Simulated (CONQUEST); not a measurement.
## SnTe under changes of volume

One of the cells (31.281 Å³/atom); the others are scaled copies at fixed shape and fractional positions:

```xyz
4
Lattice="4.4560 0.0000 0.0000 0.0000 4.4560 0.0000 0.0000 0.0000 6.3017" Properties=species:S:1:pos:R:3 pbc="T T T"
Te    0.0000    0.0000    3.1509
Te    2.2280    2.2280    0.0000
Sn    0.0000    0.0000    0.0000
Sn    2.2280    2.2280    3.1509
```

```yaml
Program: CONQUEST 1.3
Functional: PBE
Potentials_or_basis: PseudoDojo NC PBE, SZ, grid of 48 × 48 × 60 points
k_mesh: 6 × 6 × 4
Occupations: fermi-dirac, width 0.05 eV
Spin: no spin polarisation
```

```tsv
volume (Å³/atom)	energy over the lowest point (meV/atom)	pressure (GPa)
29.404	168.86	12.6
30.030	123.43	10.7
30.656	83.99	9.4
31.281	?	?
31.907	23.14	6.4
32.532	0.00	5.4
```

Q: What does the run at 31.281 Å³/atom give?

A: Energy over the lowest point 50.44 meV/atom; pressure 7.7 GPa.

Worked out: A Birch-Murnaghan fit of order 3 (a polynomial in V^(-2/3)) to the other rows has no minimum within the range. It gives 50.96 meV/atom at 31.281 Å³/atom, against the run's 50.44, and -dE/dV = 7.8 GPa, against 7.7.

Energies are extrapolated to zero smearing.

Caveats: the atomic basis is small; the basis of atomic orbitals isn't converged, which shifts pressures, moduli and gaps; the real-space grid breaks the cell's symmetry a little.
